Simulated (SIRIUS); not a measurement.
Ta:

```
Ta
1.0
    -1.65128    1.65128    1.65128
     1.65128   -1.65128    1.65128
     1.65128    1.65128   -1.65128
Ta
1
Direct
  0.00000 0.00000 0.00000
```

Base run:

| Item | Value |
| --- | --- |
| Program | SIRIUS 7.10.0 |
| Functional | PW91 |
| Potentials or basis | PseudoDojo 0.4.1 PBE standard (scalar relativistic) |
| Cutoff | 807 eV |
| Density cutoff | 3227 eV |
| k mesh | 11 × 11 × 11 |
| Occupations | fermi-dirac, width 0.05 eV |
| Spin | no spin polarisation |

Its results: band gap on the k mesh none (metal or under the smearing width); pressure 2.2 GPa.

Q: After a change of settings the same cell gave: band gap on the k mesh none (metal or under the smearing width); pressure 4.8 GPa. Which change was it?
A. functional from PW91 to RPBE; libxc names from ["XC_GGA_X_PW91", "XC_GGA_C_PW91"] to ["XC_GGA_X_RPBE", "XC_GGA_C_PBE"]
B. functional from PW91 to APBE; libxc names from ["XC_GGA_X_PW91", "XC_GGA_C_PW91"] to ["XC_GGA_X_APBE", "XC_GGA_C_APBE"]
C. functional from PW91 to AM05; libxc names from ["XC_GGA_X_PW91", "XC_GGA_C_PW91"] to ["XC_GGA_X_AM05", "XC_GGA_C_AM05"]
D. functional from PW91 to PBEsol; libxc names from ["XC_GGA_X_PW91", "XC_GGA_C_PW91"] to ["XC_GGA_X_PBE_SOL", "XC_GGA_C_PBE_SOL"]

A: B.

Caveats: the potentials were made for another functional, which shifts forces and pressure.

Runs at the PBE level aren't shown here.
